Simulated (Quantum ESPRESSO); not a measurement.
# Al (Fm-3m) in Quantum ESPRESSO: notebook

The runs below take Al through band structure, with PBE.

Everything below comes from runs of Quantum ESPRESSO 7.5. Logs are shortened: lines on timing, memory, paths and dates and some standing lists are left out, and cuts for length are marked.

## 1. The structure

The structure is cubic, space group Fm-3m (No. 225). The conventional cell has a = 4.050 Å, b = 4.050 Å, c = 4.050 Å, α = 90.00°, β = 90.00°, γ = 90.00°. Around Al (site symmetry m-3m) lie 12 Al at 2.86 Å.

## 2. Band structure, PBE

Contents of pw.in:

```
&CONTROL
  calculation = 'scf'
  prefix = 'pwscf'
  outdir = './tmp'
  pseudo_dir = './pseudo'
  tprnfor = .true.
  tstress = .true.
  disk_io = 'low'
/
&SYSTEM
  ibrav = 0
  A = 2.86350669
  nat = 1
  ntyp = 1
  ecutwfc = 40
  nbnd = 6
  occupations = 'smearing'
  smearing = 'fd'
  degauss = 0.00367493
/
&ELECTRONS
  conv_thr = 2d-10
  electron_maxstep = 120
  mixing_beta = 0.5
/
ATOMIC_SPECIES
Al    26.9815 Al.upf
CELL_PARAMETERS alat
   0.0000000000    0.7071067817    0.7071067817
   0.7071067817    0.0000000000    0.7071067817
   0.7071067817    0.7071067817    0.0000000000
ATOMIC_POSITIONS alat
Al     0.0000000000    0.0000000000    0.0000000000
K_POINTS automatic
11 11 11 0 0 0
```

Contents of bands.in:

```
&CONTROL
  calculation = 'bands'
  prefix = 'pwscf'
  outdir = './tmp'
  pseudo_dir = './pseudo'
  disk_io = 'low'
  verbosity = 'high'
/
&SYSTEM
  ibrav = 0
  A = 2.86350669
  nat = 1
  ntyp = 1
  ecutwfc = 40
  nbnd = 6
  occupations = 'smearing'
  smearing = 'fd'
  degauss = 0.00367493
/
&ELECTRONS
  conv_thr = 1d-08
  electron_maxstep = 120
  mixing_beta = 0.5
  diago_full_acc = .true.
  startingwfc = 'random'
/
ATOMIC_SPECIES
Al    26.9815 Al.upf
CELL_PARAMETERS alat
   0.0000000000    0.7071067817    0.7071067817
   0.7071067817    0.0000000000    0.7071067817
   0.7071067817    0.7071067817    0.0000000000
ATOMIC_POSITIONS alat
Al     0.0000000000    0.0000000000    0.0000000000
K_POINTS crystal
60
 0.0000000000  0.0000000000  0.0000000000 1
 0.0625000000  0.0000000000  0.0625000000 1
 0.1250000000  0.0000000000  0.1250000000 1
 0.1875000000  0.0000000000  0.1875000000 1
 0.2500000000  0.0000000000  0.2500000000 1
 0.3125000000  0.0000000000  0.3125000000 1
 0.3750000000  0.0000000000  0.3750000000 1
 0.4375000000  0.0000000000  0.4375000000 1
 0.5000000000  0.0000000000  0.5000000000 1
 0.5000000000  0.0625000000  0.5625000000 1
 0.5000000000  0.1250000000  0.6250000000 1
 0.5000000000  0.1875000000  0.6875000000 1
 0.5000000000  0.2500000000  0.7500000000 1
 0.4375000000  0.3125000000  0.7500000000 1
 0.3750000000  0.3750000000  0.7500000000 1
 0.3375000000  0.3375000000  0.6750000000 1
 0.3000000000  0.3000000000  0.6000000000 1
 0.2625000000  0.2625000000  0.5250000000 1
 0.2250000000  0.2250000000  0.4500000000 1
 0.1875000000  0.1875000000  0.3750000000 1
 0.1500000000  0.1500000000  0.3000000000 1
 0.1125000000  0.1125000000  0.2250000000 1
 0.0750000000  0.0750000000  0.1500000000 1
 0.0375000000  0.0375000000  0.0750000000 1
 0.0000000000  0.0000000000  0.0000000000 1
 0.0625000000  0.0625000000  0.0625000000 1
 0.1250000000  0.1250000000  0.1250000000 1
 0.1875000000  0.1875000000  0.1875000000 1
 0.2500000000  0.2500000000  0.2500000000 1
 0.3125000000  0.3125000000  0.3125000000 1
 0.3750000000  0.3750000000  0.3750000000 1
 0.4375000000  0.4375000000  0.4375000000 1
 0.5000000000  0.5000000000  0.5000000000 1
 0.5250000000  0.4500000000  0.5250000000 1
 0.5500000000  0.4000000000  0.5500000000 1
 0.5750000000  0.3500000000  0.5750000000 1
 0.6000000000  0.3000000000  0.6000000000 1
 0.6250000000  0.2500000000  0.6250000000 1
 0.5833333333  0.2500000000  0.6666666667 1
 0.5416666667  0.2500000000  0.7083333333 1
 0.5000000000  0.2500000000  0.7500000000 1
 0.5000000000  0.2857142857  0.7142857143 1
 0.5000000000  0.3214285714  0.6785714286 1
 0.5000000000  0.3571428571  0.6428571429 1
 0.5000000000  0.3928571429  0.6071428571 1
 0.5000000000  0.4285714286  0.5714285714 1
 0.5000000000  0.4642857143  0.5357142857 1
 0.5000000000  0.5000000000  0.5000000000 1
 0.4821428571  0.4821428571  0.5357142857 1
 0.4642857143  0.4642857143  0.5714285714 1
 0.4464285714  0.4464285714  0.6071428571 1
 0.4285714286  0.4285714286  0.6428571429 1
 0.4107142857  0.4107142857  0.6785714286 1
 0.3928571429  0.3928571429  0.7142857143 1
 0.3750000000  0.3750000000  0.7500000000 1
 0.6250000000  0.2500000000  0.6250000000 1
 0.5937500000  0.1875000000  0.5937500000 1
 0.5625000000  0.1250000000  0.5625000000 1
 0.5312500000  0.0625000000  0.5312500000 1
 0.5000000000  0.0000000000  0.5000000000 1
```

Potentials or basis: PseudoDojo 0.4.1 SR PBE standard.

The run is started by

```
> OMP_NUM_THREADS=1 pw.x -in pw.in > pw.out
> OMP_NUM_THREADS=1 pw.x -in bands.in > bands.out
```

pw.out:

```text
This program is part of the open-source Quantum ESPRESSO suite
     for quantum simulation of materials; please cite
[... 9 lines left out ...]
     --------------------
     sticks:   dense  smooth     PW     G-vecs:    dense   smooth      PW
     Sum         313     313    109                 3839     3839     749

     Using Slab Decomposition

     bravais-lattice index     =            0
     lattice parameter (alat)  =       5.4112  a.u.
     unit-cell volume          =     112.0408 (a.u.)^3
     number of atoms/cell      =            1
     number of atomic types    =            1
     number of electrons       =         3.00
     number of Kohn-Sham states=            6
     kinetic-energy cutoff     =      40.0000  Ry
     charge density cutoff     =     160.0000  Ry
     scf convergence threshold =      2.0E-10
     mixing beta               =       0.5000
     number of iterations used =            8  plain     mixing
     Exchange-correlation= PBE
                           (   1   4   3   4   0   0   0)

     celldm(1)=   5.411243  celldm(2)=   0.000000  celldm(3)=   0.000000
     celldm(4)=   0.000000  celldm(5)=   0.000000  celldm(6)=   0.000000

     crystal axes: (cart. coord. in units of alat)
               a(1) = (   0.000000   0.707107   0.707107 )
               a(2) = (   0.707107   0.000000   0.707107 )
               a(3) = (   0.707107   0.707107   0.000000 )

     reciprocal axes: (cart. coord. in units 2 pi/alat)
               b(1) = ( -0.707107  0.707107  0.707107 )
               b(2) = (  0.707107 -0.707107  0.707107 )
               b(3) = (  0.707107  0.707107 -0.707107 )

     PseudoPot. # 1 for Al read from file:
     Al.upf
     Pseudo is Norm-conserving + core correction, Zval =  3.0
     Generated using ONCVPSP code by D. R. Hamann
     Using radial grid of 1876 points,  6 beta functions with:
                l(1) =   0
                l(2) =   0
                l(3) =   1
                l(4) =   1
                l(5) =   2
                l(6) =   2

     atomic species   valence    mass     pseudopotential
     Al                3.00    26.98150     Al( 1.00)

     48 Sym. Ops., with inversion, found

   Cartesian axes

     site n.     atom                  positions (alat units)
         1        Al     tau(   1) = (   0.0000000   0.0000000   0.0000000  )

     number of k points=    56  Fermi-Dirac smearing, width (Ry)=  0.0037
                       cart. coord. in units 2pi/alat
        k(    1) = (   0.0000000   0.0000000   0.0000000), wk =   0.0015026
        k(    2) = (   0.0642824   0.0642824  -0.0642824), wk =   0.0120210
        k(    3) = (   0.1285649   0.1285649  -0.1285649), wk =   0.0120210
        k(    4) = (   0.1928473   0.1928473  -0.1928473), wk =   0.0120210
        k(    5) = (   0.2571297   0.2571297  -0.2571297), wk =   0.0120210
        k(    6) = (   0.3214122   0.3214122  -0.3214122), wk =   0.0120210
[... 48 lines left out ...]
        k(   55) = (  -0.0642824  -0.4499770   0.7071068), wk =   0.0360631
        k(   56) = (  -0.0000000  -0.3856946   0.6428243), wk =   0.0360631

     Dense  grid:     3839 G-vectors     FFT dimensions: (  24,  24,  24)

     Initial potential from superposition of free atoms

     starting charge       2.9976, renormalised to       3.0000
     Starting wfcs are    4 randomized atomic wfcs +    2 random wfcs

     Self-consistent Calculation

     iteration #  1     ecut=    40.00 Ry     beta= 0.50
     Davidson diagonalization with overlap
     ethr =  1.00E-02,  avg # of iterations =  6.0

     Threshold (ethr) on eigenvalues was too large:
     Diagonalizing with lowered threshold

     Davidson diagonalization with overlap
     ethr =  1.94E-04,  avg # of iterations =  3.9

     total energy              =      -4.63618306 Ry
     estimated scf accuracy    <       0.00573670 Ry

     iteration #  2     ecut=    40.00 Ry     beta= 0.50
     Davidson diagonalization with overlap
     ethr =  1.91E-04,  avg # of iterations =  1.0

     total energy              =      -4.63585850 Ry
     estimated scf accuracy    <       0.00128828 Ry

     iteration #  3     ecut=    40.00 Ry     beta= 0.50
     Davidson diagonalization with overlap
     ethr =  4.29E-05,  avg # of iterations =  1.6

     total energy              =      -4.63589010 Ry
     estimated scf accuracy    <       0.00000183 Ry

     iteration #  4     ecut=    40.00 Ry     beta= 0.50
     Davidson diagonalization with overlap
     ethr =  6.11E-08,  avg # of iterations =  4.8

     total energy              =      -4.63589254 Ry
     estimated scf accuracy    <       0.00000001 Ry

     iteration #  5     ecut=    40.00 Ry     beta= 0.50
     Davidson diagonalization with overlap
     ethr =  3.66E-10,  avg # of iterations =  2.6

     total energy              =      -4.63589256 Ry
     estimated scf accuracy    <          5.7E-10 Ry

     iteration #  6     ecut=    40.00 Ry     beta= 0.50
     Davidson diagonalization with overlap
     ethr =  1.90E-11,  avg # of iterations =  1.7

     End of self-consistent calculation

          k = 0.0000 0.0000 0.0000 (   531 PWs)   bands (ev):

    -3.2297  20.4427  20.4427  21.8719  21.8719  21.8719

          k = 0.0643 0.0643-0.0643 (   495 PWs)   bands (ev):

    -3.0061  17.5249  19.7935  19.7935  22.5611  22.8609

          k = 0.1286 0.1286-0.1286 (   489 PWs)   bands (ev):

    -2.3373  13.8853  19.0607  19.0607  22.3348  23.6802

          k = 0.1928 0.1928-0.1928 (   483 PWs)   bands (ev):

    -1.2294  10.4639  18.6525  18.6525  22.1253  22.1480

          k = 0.2571 0.2571-0.2571 (   483 PWs)   bands (ev):

     0.3077   7.3632  18.6085  18.6085  20.7239  20.7240

          k = 0.3214 0.3214-0.3214 (   470 PWs)   bands (ev):

     2.2596   4.6253  18.9366  18.9366  19.6486  19.6487

          k = 0.1286-0.0000 0.0000 (   495 PWs)   bands (ev):

    -2.9316  18.5329  18.5329  18.8404  21.2115  24.2108

          k = 0.1928 0.0643-0.0643 (   494 PWs)   bands (ev):

    -2.4115  15.2056  17.6085  18.9512  21.5451  22.1827

          k = 0.2571 0.1286-0.1286 (   486 PWs)   bands (ev):

    -1.4504  11.7349  17.0537  18.6108  19.9132  23.6779

          k = 0.3214 0.1928-0.1928 (   486 PWs)   bands (ev):

    -0.0569   8.5364  16.8749  18.2729  18.5173  23.1854

          k = 0.3857 0.2571-0.2571 (   478 PWs)   bands (ev):

     1.7562   5.6814  17.0487  17.0749  18.7360  22.0128

          k =-0.2571-0.3857 0.3857 (   477 PWs)   bands (ev):

     3.1815   3.9943  16.1915  17.6543  19.3604  21.1925

          k =-0.1928-0.3214 0.3214 (   477 PWs)   bands (ev):

     1.1063   6.5907  15.7274  18.6110  20.3688  20.7425

          k =-0.1286-0.2571 0.2571 (   483 PWs)   bands (ev):

    -0.5687   9.5606  15.6617  19.9121  20.6841  21.7367

          k =-0.0643-0.1928 0.1928 (   485 PWs)   bands (ev):

    -1.8193  12.8387  16.0095  20.8307  21.6440  23.3347

          k =-0.0000-0.1286 0.1286 (   493 PWs)   bands (ev):

    -2.6342  16.0448  17.0460  21.0225  22.1767  23.2620

          k = 0.2571-0.0000 0.0000 (   488 PWs)   bands (ev):

    -2.0410  16.5341  16.5341  16.6737  19.4882  19.8566

          k = 0.3214 0.0643-0.0643 (   482 PWs)   bands (ev):

    -1.2295  13.3227  15.8412  17.1346  17.4093  20.3820
[... 27 lines left out ...]
    -0.5691  14.9500  15.0023  15.0149  15.0149  18.4902

          k = 0.4500 0.0643-0.0643 (   480 PWs)   bands (ev):

     0.5242  11.9469  13.0558  14.5724  15.8529  19.2006

          k = 0.5143 0.1286-0.1286 (   470 PWs)   bands (ev):

     2.0387   8.9744  11.4925  14.5127  16.0906  21.5798

          k =-0.1286-0.5143 0.5143 (   478 PWs)   bands (ev):

     3.9514   6.3004  10.3413  14.8348  16.5309  24.4966

          k =-0.0643-0.4500 0.4500 (   477 PWs)   bands (ev):

     3.9673   6.2318   9.6523  15.5398  17.3449  26.1163

          k = 0.0000-0.3857 0.3857 (   481 PWs)   bands (ev):

     2.0435   8.3804   9.8744  16.6280  18.5422  25.5886

          k = 0.5143-0.0000 0.0000 (   472 PWs)   bands (ev):

     1.4624  10.9183  13.7817  14.0005  14.0005  17.4748

          k = 0.5785 0.0643-0.0643 (   470 PWs)   bands (ev):

     2.8156   9.1952  11.1535  13.8114  15.0127  18.4451

          k =-0.0643-0.5785 0.5785 (   474 PWs)   bands (ev):

     4.5382   7.8702   8.5159  14.0045  15.5276  21.0976

          k = 0.0000-0.5143 0.5143 (   476 PWs)   bands (ev):

     5.9825   6.1840   7.6337  14.5802  16.2546  24.2917

          k = 0.6428 0.0000-0.0000 (   468 PWs)   bands (ev):

     3.9766   7.3718  13.1938  13.4935  13.4935  16.9391

          k =-0.0000-0.6428 0.6428 (   470 PWs)   bands (ev):

     5.0885   6.4113  10.8736  13.5578  14.7303  18.1864

          k = 0.2571 0.1286 0.0000 (   484 PWs)   bands (ev):

    -1.7454  13.8754  15.0953  19.6964  19.8068  21.6105

          k = 0.3214 0.1928-0.0643 (   481 PWs)   bands (ev):

    -0.6421  10.9309  14.2159  17.8312  20.0432  23.0937

          k = 0.3857 0.2571-0.1286 (   477 PWs)   bands (ev):

     0.8885   7.8975  14.1026  16.3210  20.1061  22.3472

          k =-0.2571-0.3857 0.5143 (   471 PWs)   bands (ev):

     2.8305   5.1853  14.4031  15.2156  20.4570  21.2818

          k = 0.3857 0.1286-0.0000 (   482 PWs)   bands (ev):

    -0.2765  12.2325  13.5210  15.3123  18.2641  20.3332

          k = 0.4500 0.1928-0.0643 (   475 PWs)   bands (ev):

     1.1045   9.5514  12.8311  13.6768  18.8139  22.1521

          k =-0.1928-0.4500 0.5785 (   481 PWs)   bands (ev):

     2.8985   6.7794  12.2548  13.1212  19.1660  23.9609

          k =-0.1286-0.3857 0.5143 (   475 PWs)   bands (ev):

     4.3069   5.1124  11.4266  13.6740  19.8149  23.2417

          k =-0.0643-0.3214 0.4500 (   478 PWs)   bands (ev):

     2.2581   7.6212  11.0253  14.6692  20.8110  22.7161

          k = 0.0000-0.2571 0.3857 (   480 PWs)   bands (ev):

     0.5981  10.0306  11.5096  16.0633  22.0195  22.0886

          k = 0.5143 0.1286 0.0000 (   475 PWs)   bands (ev):

     1.7508  11.1329  11.1547  12.5541  17.1942  19.3857

          k =-0.1286-0.5143 0.6428 (   476 PWs)   bands (ev):

     3.3855   8.6991   9.7842  12.1277  18.0273  21.4691

          k =-0.0643-0.4500 0.5785 (   480 PWs)   bands (ev):

     5.3666   6.2216   8.8117  12.5377  18.6552  24.4220

          k = 0.0000-0.3857 0.5143 (   478 PWs)   bands (ev):

     4.0362   7.2815   8.7467  13.3995  19.5720  25.2817

          k =-0.0643-0.5785 0.7071 (   473 PWs)   bands (ev):

     4.2578   7.6498  10.5821  11.9879  16.6544  18.8870

          k =-0.0000-0.5143 0.6428 (   479 PWs)   bands (ev):

     5.6360   6.9677   8.4839  11.8467  17.7607  21.2317

          k =-0.1928-0.4500 0.7071 (   479 PWs)   bands (ev):

     2.6127   8.9307  10.3696  12.1111  21.0147  22.5342

          k =-0.1286-0.3857 0.6428 (   478 PWs)   bands (ev):

     4.5166   6.7860  10.1086  11.0197  21.9409  22.8341

          k =-0.0643-0.4500 0.7071 (   475 PWs)   bands (ev):

     5.0983   8.3808   8.4365   9.9833  20.4898  22.1892

          k =-0.0000-0.3857 0.6428 (   472 PWs)   bands (ev):

     6.4784   6.7326   8.1392  10.0168  21.7325  24.5553

     the Fermi energy is     7.8771 ev

!    total energy              =      -4.63589256 Ry
     estimated scf accuracy    <          4.1E-11 Ry
     smearing contrib. (-TS)   =      -0.00029474 Ry
     internal energy E=F+TS    =      -4.63559782 Ry

     The total energy is F=E-TS. E is the sum of the following terms:
     one-electron contribution =       2.91260373 Ry
     hartree contribution      =       0.00720637 Ry
     xc contribution           =      -2.16332301 Ry
     ewald contribution        =      -5.39208490 Ry

     convergence has been achieved in   6 iterations

     Forces acting on atoms (cartesian axes, Ry/au):

     atom    1 type  1   force =     0.00000000    0.00000000    0.00000000

     Total force =     0.000000     Total SCF correction =     0.000000

     Computing stress (Cartesian axis) and pressure

          total   stress  (Ry/bohr**3)                   (kbar)     P=       -6.64
  -0.00004513   0.00000000  -0.00000000           -6.64        0.00       -0.00
   0.00000000  -0.00004513   0.00000000            0.00       -6.64        0.00
   0.00000000   0.00000000  -0.00004513            0.00        0.00       -6.64

=------------------------------------------------------------------------------=
   JOB DONE.
=------------------------------------------------------------------------------=
```

Run time: 5.7 s. Hardware: 1 thread of Arm Neoverse V1, shared host; peak memory 0.09 GiB.

What came out:

```yaml
Free_energy: -63.0745 eV
Pressure: -0.7 GPa
Band_gap_on_the_k_mesh: none (metal or under the smearing width)
```

Levels at the corners of the path, in eV from the Fermi level:
```
point  band 1  band 2  band 3  band 4  band 5
    Γ  -11.11   12.57   12.57   12.57   13.99
    X   -2.93   -1.61    5.24    5.55    5.55
    W   -0.85   -0.85    0.17    1.07   15.75
    K   -1.89   -1.36   -0.42    6.52    8.16
    Γ  -11.11   12.57   12.57   12.57   13.99
    L   -4.59   -4.38   11.32   11.32   11.41
    U   -1.89   -1.36   -0.42    6.52    8.16
    W   -0.85   -0.85    0.17    1.07   15.75
    L   -4.59   -4.38   11.32   11.32   11.41
    K   -1.89   -1.36   -0.42    6.52    8.16
    U   -1.89   -1.36   -0.42    6.52    8.16
    X   -2.93   -1.61    5.24    5.55    5.55
```

Caveat: some levels on the path didn't converge.

## 3. Band structure, PBE

pw.in is that of step 2.

bands.in is that of step 2.

Potentials or basis: PseudoDojo 0.5 SR PBE standard.

The run is started by

```
> OMP_NUM_THREADS=1 pw.x -in pw.in > pw.out
> OMP_NUM_THREADS=1 pw.x -in bands.in > bands.out
```

It took 5.7 s on 1 thread of Arm Neoverse V1, shared host; peak memory 0.09 GiB.

Results (log left out):

- Free energy: -63.0745 eV
- Pressure: -0.7 GPa
- Band gap on the k mesh: none (metal or under the smearing width)

Levels at the corners of the path, in eV from the Fermi level:
```
point  band 1  band 2  band 3  band 4  band 5  band 6
    Γ  -11.11   12.57   12.57   12.57   13.99   13.99
    X   -2.93   -1.61    5.24    5.55    5.55    8.99
    W   -0.85   -0.85    0.17    1.07   15.75   15.75
    K   -1.89   -1.36   -0.42    6.52    8.16   15.59
    Γ  -11.11   12.57   12.57   12.57   13.99   13.99
    L   -4.59   -4.38   11.32   11.32   11.41   11.41
    U   -1.89   -1.36   -0.42    6.52    8.16   15.59
    W   -0.85   -0.85    0.17    1.07   15.75   15.75
    L   -4.59   -4.38   11.32   11.32   11.41   11.41
    K   -1.89   -1.36   -0.42    6.52    8.16   15.59
    U   -1.89   -1.36   -0.42    6.52    8.16   15.59
    X   -2.93   -1.61    5.24    5.55    5.55    8.99
```

Caveat: some levels on the path didn't converge.

(Continued in part 2 of 2.)
